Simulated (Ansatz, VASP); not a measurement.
KCl in VASP and in Ansatz

The input POSCAR:

```
KCl
1.0
    3.5550803456      0.0000000000      0.0000000000
    0.0000000000      3.5550803456      0.0000000000
    0.0000000000      0.0000000000      3.7711682885
K Cl
1 1
Direct
    0.0000000000      0.0000000000      0.0000000000
    0.5000000000      0.5000000000      0.5000000000
```

Contents of INCAR.step1:

```
SYSTEM = KCl
  PREC = Accurate
  ENCUT = 520
  ISMEAR = 0
  SIGMA = 0.01
  LREAL = .False.
  LASPH = .True.
  NELM = 80
  NBANDS = 15
  GGA = PE
  ALGO = Normal
  EDIFF = 1E-4
  LWAVE = .True.
  LCHARG = .False.
```

Contents of INCAR.step2:

```
SYSTEM = KCl
  PREC = Accurate
  ENCUT = 520
  EDIFF = 1E-6
  ISMEAR = 0
  SIGMA = 0.01
  LREAL = .False.
  LASPH = .True.
  NELM = 80
  ALGO = Normal
  ISIF = 2
  LWAVE = .False.
  LCHARG = .True.
  METAGGA = R2SCAN
  LMIXTAU = .True.
  LELF = .True.
  LVHAR = .True.
  NBANDS = 15
  ISTART = 1
```

File KPOINTS:

```
Automatic mesh
0
Gamma
  8 8 8
  0 0 0
```

Input for Ansatz:

```yaml
crystal:
  lattice:
    - [3.5550803456, 0.0, 0.0]
    - [0.0, 3.5550803456, 0.0]
    - [0.0, 0.0, 3.7711682885]
  atoms:
    - { symbol: K, position: [0.0, 0.0, 0.0] }
    - { symbol: Cl, position: [0.5, 0.5, 0.5] }
kpoints:
  mp_grid: { grid: [8, 8, 8] }
  band_path:
    path:
      - [0.0, 0.0, 0.0]
      - [0.0, 0.5, 0.0]
      - [0.5, 0.5, 0.0]
      - [0.5, 0.5, 0.5]
      - [0.0, 0.5, 0.5]
    npoints: 1
hamiltonian:
  xc: r2scan
scf:
  occupations: { method: fixed }
  n_extra_bands: 4
output:
  forces: true
  stress: true
  eigenvalues: true
  write_density: true
  write_potential: true
  elf: true
  volumetric_format: npy
```

Change from the starting cell: biaxial_xy strain -5.7%.

Alike in both runs: task single point; functional r2SCAN; k mesh 8 × 8 × 8; no spin polarisation.

```csv
,VASP,Ansatz
version,VASP 6.6.1,Ansatz 0.2.0
potentials or method,"VASP PAW PBE potentials, release 64 (K_sv, Cl)","plane waves, PAW"
plane-wave cutoff (eV),520,500
occupations,"gaussian, width 0.01 eV",fixed
valence electrons in the cell,16,16
```

|  | VASP | Ansatz | Ansatz less VASP |
| --- | --- | --- | --- |
| gap on the k mesh at the Fermi level (eV) | 6.17 | 6.16 | -0.008 |
| pressure (GPa) | 3.6 | 3.6 | 0.00 |
| largest component of the traceless stress (GPa) | 2.11 | 2.11 | +0.004 |

Caveats: the PAW data sets were made with another functional, which shifts forces and pressure a little (VASP). A k mesh can miss the band edges.
